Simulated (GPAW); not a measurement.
## ZrC: single point with TB-mBJ

The system is ZrC.

```
Zr C
1.0
     0.00000    2.36500    2.36500
     2.36500    0.00000    2.36500
     2.36500    2.36500    0.00000
Zr C
1 1
Direct
  0.50000 0.50000 0.50000
  0.00000 0.00000 0.00000
```

- Program: GPAW 26.7.0
- Task: single point
- Functional: TB-mBJ
- Potentials or basis: GPAW PAW data sets for LDA (gpaw-data 1.2.1)
- Cutoff: 800 eV
- Basis: pw
- k mesh: 8 × 8 × 8
- Occupations: fermi-dirac, width 0.05 eV
- Spin: no spin polarisation

```json
{
 "Band gap on the k mesh": "none (metal or under the smearing width)"
}
```

Levels at points of the mesh, in eV from the Fermi level:
| k point | band 6 | band 7 | band 8 | band 9 | band 10 | band 11 |
| --- | --- | --- | --- | --- | --- | --- |
| (0.00, 0.00, 0.00) | 0.95 | 0.95 | 0.95 | 1.26 | 1.26 | 1.26 |
| (0.50, 0.50, 0.00) | -2.00 | -1.39 | 0.06 | 0.06 | 4.07 | 5.57 |
| (0.50, 0.50, 0.50) | -5.07 | -2.98 | -2.98 | 4.47 | 4.47 | 5.38 |

It took 3.7 min on 1 thread of Arm Neoverse V1, on a shared host, peak memory 0.28 GiB.

Caveat: a model potential gives levels but no total energy.
